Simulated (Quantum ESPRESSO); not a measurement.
Cu:

```xyz
1
Lattice="0.0000 1.8075 1.8075 1.8075 0.0000 1.8075 1.8075 1.8075 0.0000" Properties=species:S:1:pos:R:3 pbc="T T T"
Cu    0.0000    0.0000    0.0000
```

```yaml
Program: Quantum ESPRESSO 7.5
Task: phonon dispersion
Functional: PBEsol
Potentials_or_basis: GBRV 1.5 PBEsol
Cutoff: 762 eV
Density_cutoff: 6095 eV
k_mesh: 12 × 12 × 12
Occupations: cold, width 0.136 eV
Spin: no spin polarisation
Mixing_beta: 0.5
Most_SCF_iterations: 120
SCF_threshold: 2e-10 Ry
q_mesh: 2 × 2 × 2
```

The cell and the atoms were relaxed first, to 11.32 Å³/atom (a = 2.521 Å, b = 2.521 Å, c = 2.521 Å, α = 60.00°, β = 60.00°, γ = 60.00°), and the response was taken there.

Is this structure dynamically stable at this level, and how far does the spectrum reach?

Yes, as far as this q mesh shows: no mode on the path is imaginary. The highest frequency is 266 cm⁻¹.

Phonon frequencies at the corners of the path (cm⁻¹, interpolated; i marks imaginary ones):
| point | frequencies |
| --- | --- |
| Γ | 0 0 0 |
| X | 180 180 260 |
| W | 181 224 224 |
| K | 165 214 240 |
| L | 124 124 266 |
| U | 165 214 240 |

Harmonic thermodynamics per atom at this volume (zero-point energy 32.7 meV, Debye temperature from the second moment 340 K):
| T (K) | free energy (meV) | entropy (k_B) | heat capacity Cv (k_B) |
| --- | --- | --- | --- |
| 50 | 32.4 | 0.24 | 0.65 |
| 100 | 29.7 | 1.08 | 1.81 |
| 200 | 13.2 | 2.65 | 2.61 |
| 298.15 | -14.1 | 3.74 | 2.81 |
| 500 | -93.2 | 5.23 | 2.93 |
| 800 | -247.8 | 6.62 | 2.97 |

Phonon states per cell in windows of 20 cm⁻¹ (negative: imaginary):
| from (cm⁻¹) | total |
| --- | --- |
| 0 | 0.00 |
| 20 | 0.01 |
| 40 | 0.03 |
| 60 | 0.06 |
| 80 | 0.10 |
| 100 | 0.19 |
| 120 | 0.38 |
| 140 | 0.44 |
| 160 | 0.47 |
| 180 | 0.29 |
| 200 | 0.26 |
| 220 | 0.34 |
| 240 | 0.42 |
| 260 | 0.02 |

A q mesh this small can miss soft modes between its points.

Caveat: the q mesh is small, so phonon branches between its points and thermal values are rough.
